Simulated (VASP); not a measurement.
The system is CdTe.

```
CELL_PARAMETERS angstrom
0.00000 3.20500 3.20500
3.20500 0.00000 3.20500
3.20500 3.20500 0.00000
ATOMIC_POSITIONS crystal
Te 0.75000 0.75000 0.75000
Cd 0.00000 0.00000 0.00000
```

Base run:

* Program: VASP 6.6.1
* Functional: PBE0
* Potentials or basis: VASP PAW PBE potentials, release 64 (Te, Cd)
* Cutoff: 520 eV
* k mesh: 6 × 6 × 6
* Occupations: gaussian, width 0.02 eV
* Spin: no spin polarisation

Its results: band gap on the k mesh 2.26 eV, direct; pressure 3.2 GPa.

Problem. The run is repeated on the same cell with these changes: functional from PBE0 to r2SCAN-EpsX. What comes out?

Solution. Band gap on the k mesh 1.86 eV, direct; pressure 3.1 GPa.

Caveats: the PAW data sets were made with another functional, which shifts forces and pressure a little; spin-orbit coupling is left out, which moves the levels of the heavy elements.
